Each row below is one point in k space for the same crystal. Points a, b and c are fractions of the three reciprocal cell vectors; they fix how the phase of an electron wave changes from one cell to the next. Four filled levels and two empty ones are listed, numbered outwards from the gap and counted from the highest filled level of the whole mesh. The shape of the cell and the four-fold bonding fit hexagonal diamond, here with its atoms displaced at random by about 0.05 Å.

ABACUS 3.10.1, PBE, plane waves up to 1115.67 eV, PseudoDojo NC SR 0.4.1 PBE standard pseudopotentials, no spin polarisation or spin–orbit coupling. Carbon, four atoms per cell, displaced at random by about 0.05 Å; 12×12×7 k mesh, Fermi–Dirac smearing of 0.05 eV. Levels are numbered outwards from the gap, with zero at the highest filled level on the mesh.

| point a (reciprocal cell vector) | point b (reciprocal cell vector) | point c (reciprocal cell vector) | level under 4 (eV) | level under 3 (eV) | level under 2 (eV) | level under 1 (eV) | level over 1 (eV) | level over 2 (eV) |
| --- | --- | --- | --- | --- | --- | --- | --- | --- |
| 0.0000 | 0.0000 | 0.0000 | -3.400 | -0.991 | -0.499 | 0.000 | 4.012 | 4.704 |
| 0.2500 | 0.4167 | 0.0000 | -9.048 | -8.712 | -6.760 | -6.466 | 3.453 | 9.535 |
| 0.0000 | 0.5000 | 0.1429 | -8.817 | -6.962 | -5.657 | -3.818 | 3.896 | 6.877 |
| 0.1667 | 0.4167 | -0.1429 | -9.338 | -8.151 | -6.191 | -5.293 | 4.846 | 6.986 |
| 0.1667 | 0.1667 | -0.1429 | -7.263 | -5.751 | -3.747 | -3.211 | 5.923 | 6.510 |
| 0.0000 | 0.0833 | 0.2857 | -3.727 | -3.605 | -1.904 | -1.602 | 5.043 | 6.024 |
| 0.2500 | 0.5000 | 0.2857 | -9.341 | -7.448 | -6.826 | -4.329 | 6.144 | 7.333 |

### Point 1: is 4.012 eV the band gap?

It is the smallest gap at a fixed k point, and so the direct gap on this mesh. Point 1 is the zone centre, where every cell carries the wave with the same phase. The highest filled level lies here, and the first empty level is 4.012 eV above it. A band gap, however, runs from the highest filled level anywhere to the lowest empty level anywhere. The first row settles only the filled side of that definition.

### Point 1 again: why are the three highest filled levels all separate?

In undistorted hexagonal diamond, symmetry demands that two of these three levels coincide. They are built from p orbitals lying across the hexagonal axis, and no direction in that plane is preferred. The third, with its p orbitals along the axis, may differ.

Here the levels are about 0.5 eV apart, one step after the other, so the pair has been split. The displaced atoms do this, because they make the directions in the plane unequal. The total spread of 0.991 eV therefore mixes the effect of the displacements with the splitting that the ideal crystal has of its own. The cell is not relaxed either: the run reports about 22 GPa of compression along the axis and tension in the plane, and such strain can shift that splitting too. The spread should not be quoted as a property of hexagonal diamond.

### Point 2: what does a lower empty level away from the centre mean?

The first empty level is at 3.453 eV here, lower than at the centre. The gap is thus indirect: the highest filled and the lowest empty state belong to different k points. Over the full mesh the gap is 3.06 eV, almost 1 eV less than the direct one. For light this matters, since absorption just above the smaller gap needs a lattice vibration to supply the change of k, and is weak.

Even point 2 is not the bottom of the valley, for it lies 0.39 eV above the mesh minimum. Theory places the minimum of the ideal crystal at or near the zone corner K, where a and b are both one third and c is zero. That corner is a single mesh step from point 2. A free electron would gain about 0.22 eV over such a step, so a rise of 0.39 eV is of a natural size for a valley at K. This supports the assignment without settling it.

### Points 3 to 5: which side of the gap moves more?

The filled side does. At point 4 the highest filled level has sunk by 5.293 eV, while the first empty level has risen by less than 1 eV from its value at the centre. The filled level moves further than the empty one at each of the six points away from the centre. Averaged over them, the filled side supplies 83% of the widening of the gap at fixed k.

The wide gaps in these rows are therefore chiefly a story about bonding states. To understand them, one has to ask what makes the filled levels so high at the centre.

### Why do the filled levels sink away from the centre?

The simplest picture of such a crystal puts two electrons into each bond and lets bonds interact only where they meet at an atom. Four carbon atoms fill eight bands, and in this picture the upper four are flat, with the same energy at every k point. The table contradicts it strongly: the mean of these four levels falls by as much as 6.5 eV from its value at the centre.

Standard bonding theory names what the picture leaves out. Two p orbitals on neighbouring atoms overlap head-on along the bond, but also sideways. In the highest filled states at the centre, neighbouring p orbitals have opposite signs. That is right for head-on bonding, where lobes of equal sign then face each other, but wrong for sideways bonding, where lobes of opposite sign lie next to each other. Taken over all bonds, these states thus gain from one overlap and pay for the other.

Away from the centre, the phase changes from cell to cell. Signs can then be opposite across the bonds where head-on overlap dominates and alike across those where sideways overlap dominates. The penalty shrinks and the levels sink. The table shows the sinking; the part played by sideways overlap is an argument from theory.

The first row offers an illustration. In the ideal crystal, its fourth filled level has p orbitals across the hexagonal axis, as the pair among the upper three has, but with equal signs across the bonds parallel to that axis. On those bonds the overlap is purely sideways, and it has changed from antibonding to bonding. This level, one member of a second pair whose partner is not listed and which the displacements also split, accordingly lies well below the upper three, at −3.400 eV.

### Points 6 and 7: can the depth be guessed from the position?

Roughly, if one asks how far neighbouring cells are out of phase. The wave must return to itself when a or b changes by a whole number, so cosines are the natural building blocks. Within the hexagonal plane each cell has neighbours along three equivalent directions, which gives

$$h = 3-\cos 2\pi a-\cos 2\pi b-\cos 2\pi(a+b).$$

This measure is zero when all neighbours are in phase and grows as they fall out of phase. The mean of the four filled levels serves as the target, because mixing among these four pushes them apart and leaves their mean unchanged. Mixing with the next level down, which is not listed, can still move it. A straight line in $h$, fitted to all seven rows, gives

$$\bar E \approx -1.759-1.286\,h \quad\text{(in eV)}.$$

For point 7, $a$ is a quarter and $b$ a half. The cosines are 0, −1 and 0, so $h=4$ and $\bar E\approx-1.759-1.286\times4=-6.90$ eV. The computed mean is −6.99 eV, though this row was part of the fit. Point 3 has the same $h$ and hence the same estimate, but its computed mean is −6.31 eV. The measure keeps only the simplest cosines within the plane, and it ignores the phase along the hexagonal axis and the displacements of the atoms. Any of these may be behind the difference.

Point 6 shows the limit most clearly. It is close to the centre within the plane but well away from it along the axis, and its levels lie 0.6 eV deeper than the line suggests. Over all rows the typical miss is 0.4 eV, against 0.7 eV for a free-electron parabola with as many constants. When each row is predicted from the other six, the misses grow to 0.665 and 1.03 eV. The parabola keeps bending downwards where the mean of real bands tends to level off towards the zone edge. The analysis printed after this text gives both fits; with seven rows they rank two shapes and do not identify a cause.

### What would change with another k mesh?

The direct gap would hardly change on another mesh that includes the centre, unless a new point close by gave a smaller one. The indirect gap is more delicate. If the valley is at K, the mesh contains its bottom only when the divisions in the plane are a multiple of three, as the twelve used here are. Other meshes step past it and report too large a gap.

The listed points show how large such an error can be. Taking the gap from them alone would give 3.453 eV, which is 13% above the value from the full mesh. Near the bottom of a valley the error grows with the square of the distance, so a finer mesh reduces it quickly. A mesh that hits the corner removes it if the bottom lies exactly there; with displaced atoms no symmetry holds the bottom at the corner, and a remainder can stay.

### Which digits can be trusted?

That depends on the question put to them. All rows come from one calculation, so differences of several tenths of an eV between points are safe statements about this distorted crystal at this level of theory. For the ideal crystal, the splitting at the centre warns that single levels may shift by some tenths of an eV.

As a prediction for a real sample, the gap is uncertain in its first digit. PBE makes the gaps of diamond-like carbon too small, by roughly 1 eV or more. The motion of the atoms, absent here, would lower the gap by a few tenths and so offset part of that error. A practical rule follows: use the full mesh to decide where the band edges lie and a table like this one to see which side of the gap moves. Take the size of the gap from a method made for gaps, applied to the relaxed crystal at the points of the band edges.

Numerical output:

```
Levels at each point:
     row  gap at fixed k (eV)  mean of four upper valence levels (eV)  in-plane harmonic
     0.0                4.012                                  -1.222                  0
    0.25                9.919                                  -7.746              4.366
     0.0                7.714                                  -6.313                  4
  0.1667                10.14                                  -7.243              4.232
  0.1667                9.134                                  -4.993              2.501
     0.0                6.645                                   -2.71             0.2677
    0.25                10.47                                  -6.986                  4
Range of the highest valence level over the points (eV): 6.466
Range of the lowest empty level over the points (eV): 2.691
Share of the mean widening of the gap at fixed k that comes from the valence side (%): 82.53
Zone centre, first to second valence level (eV): 0.499
Zone centre, second to third valence level (eV): 0.492
Zone centre, third to fourth valence level (eV): 2.409
Indirect gap on the full mesh (eV): 3.06
Direct gap at the centre less indirect gap (eV): 0.9524
Lowest empty level of the table above the mesh minimum (eV): 0.3934
Error of the gap if only the listed points were used (%): 12.86
Rise of a free electron over one in-plane mesh step (eV): 0.219
Rough valley mass if the minimum is at K (electron masses): 0.5566
Fall of the mean of four valence levels from the centre to its lowest point (eV): 6.524
Fermi energy above the valence top (eV): 1.342
Share of holes at the valence top from the smearing: 2.218e-12
fit of mean4 on 7 rows: constant -1.759 +/- 0.34, coefficient of harm -1.286 +/- 0.1; rms 0.405, worst 0.0 0.606, leave-one-out rms 0.665
fit of mean4 on 7 rows: constant -2.097 +/- 0.58, coefficient of efree -0.639 +/- 0.095; rms 0.725, worst 0.1667 1.1, leave-one-out rms 1.03
```
